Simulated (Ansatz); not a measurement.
The system is Be.

```
CELL_PARAMETERS angstrom
2.28530 0.00000 0.00000
-1.14265 1.97913 0.00000
0.00000 0.00000 3.58420
ATOMIC_POSITIONS crystal
Be 0.66667 0.33333 0.75000
Be 0.33333 0.66667 0.25000
```

Base run:

```yaml
Program: Ansatz 0.2.0
Functional: RPBE
Potentials_or_basis: all-electron LAPW, scalar-relativistic
Cutoff: 140 eV
Density_cutoff: 559 eV
Basis_error_allowed: 0.001 eV/atom
k_mesh: 13 × 13 × 8
Occupations: gaussian, width 0.02 eV
Spin: no spin polarisation
```

Its results: pressure 0.2 GPa.

Task: The run is repeated on the same cell with these changes: functional from RPBE to PBEsol; occupations from gaussian, width 0.02 eV to fermi-dirac, width 0.05 eV. What comes out?

Result: Pressure -3.9 GPa.

Not every run made on this cell is shown here.
